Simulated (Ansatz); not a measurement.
# NiO (Fm-3m): which electronic and magnetic state is lowest

One table from this session's results is given with a row withheld; the runs are named, their logs left out.

Program: Ansatz 0.2.0. Level of theory: DFT PBEsol+U (U_eff = 7.2 eV on Ni 3d), scalar-relativistic, plane waves, PAW. These are calculated values, not measurements.

## The system as given

It takes space group Fm-3m (No. 225, cubic). Conventional cell: a = 4.183 Å, b = 4.183 Å, c = 4.183 Å, α = 90.00°, β = 90.00°, γ = 90.00°. Ni (site symmetry m-3m) has 6 O at 2.09 Å as nearest neighbours. O (site symmetry m-3m) has 6 Ni at 2.09 Å as nearest neighbours.

Coordinates:

```xyz
2
Lattice="0.0000 2.0913 2.0913 2.0913 0.0000 2.0913 2.0913 2.0913 0.0000" Properties=species:S:1:pos:R:3 pbc="T T T"
Ni    0.0000    0.0000    0.0000
O     2.0913    2.0913    2.0913
```

The cell is the deposited one, not relaxed. An earlier run on this cell at PBEsol+U (U_eff = 7.2 eV on Ni 3d) gave 3.57 GPa at 9.147 Å³/atom (10×10×10 mesh), mesh gap 2.23 eV, moments in the atoms' spheres Ni 1.73; O 0.19 μB. The cell is compressed at this level.

Set-up of the first run:

input.yaml

```yaml
crystal:
  lattice:
    - [0.0, 2.0913095126, 2.0913095126]
    - [2.0913095126, 0.0, 2.0913095126]
    - [2.0913095126, 2.0913095126, 0.0]
  atoms:
    - { symbol: Ni, position: [0.0, 0.0, 0.0] }
    - { symbol: O, position: [0.5, 0.5, 0.5] }
basis:
  ecutwfc: 420
  ecutrho_ratio: 4
kpoints:
  mp_grid: { grid: [10, 10, 10] }
hamiltonian:
  xc: pbesol
  hubbard: { sites: [{ species: Ni, l: d, u_eff: 7.2 }] }
scf:
  occupations: { method: gaussian, width: 0.05 }
output:
  forces: true
  stress: true
  eigenvalues: true
  populations: true
  hubbard: { sites: [{ species: Ni, l: d }] }
```

Started as:

```console
$ ansatz run input.yaml --threads 4 --pin off --max-ram 9216MiB --backend cpu --events-out ev --progress --plain --runs-dir out
```

Among the steps run: No spin polarisation; Seeding on a coarse mesh: antiferromagnetic, doubled cell, propagation vector (0, 0, 1/2); Antiferromagnetic, doubled cell, propagation vector (0, 0, 1/2); Seeding on a coarse mesh: antiferromagnetic, doubled cell, propagation vector (0, 1/2, 1/2); Antiferromagnetic, doubled cell, propagation vector (0, 1/2, 1/2); Seeding on a coarse mesh: small parallel starting moments; Small parallel starting moments.

One table of the session follows, with a row left open; its other results are not shown here.

| start | from the base state (meV/atom) | gap (eV) | pressure (GPa) |
| --- | --- | --- | --- |
| ferromagnetic | 0.0 | 2.23 | 3.57 |
| no spin polarisation | 1118.2 | metal | -12.68 |
| antiferromagnetic, doubled cell, propagation vector (0, 0, 1/2) | -45.1 | 3.11 | 0.99 |
| antiferromagnetic, doubled cell, propagation vector (0, 1/2, 1/2) | ? | ? | ? |
| small parallel starting moments | 0.0 | 2.23 | 3.57 |

Q: Estimate the row for antiferromagnetic, doubled cell, propagation vector (0, 1/2, 1/2) from the others.

**Answer.** from the base state (meV/atom): 4.9; gap (eV): 2.29; pressure (GPa): 3.75. In the column «from the base state (meV/atom)» it lies between small parallel starting moments (0.0) and no spin polarisation (1118.2).

Propagation vectors are in units of the typed cell's reciprocal vectors.

To keep in mind: Warnings in the runs' records: stability check not made, filled band counts differ across k points.
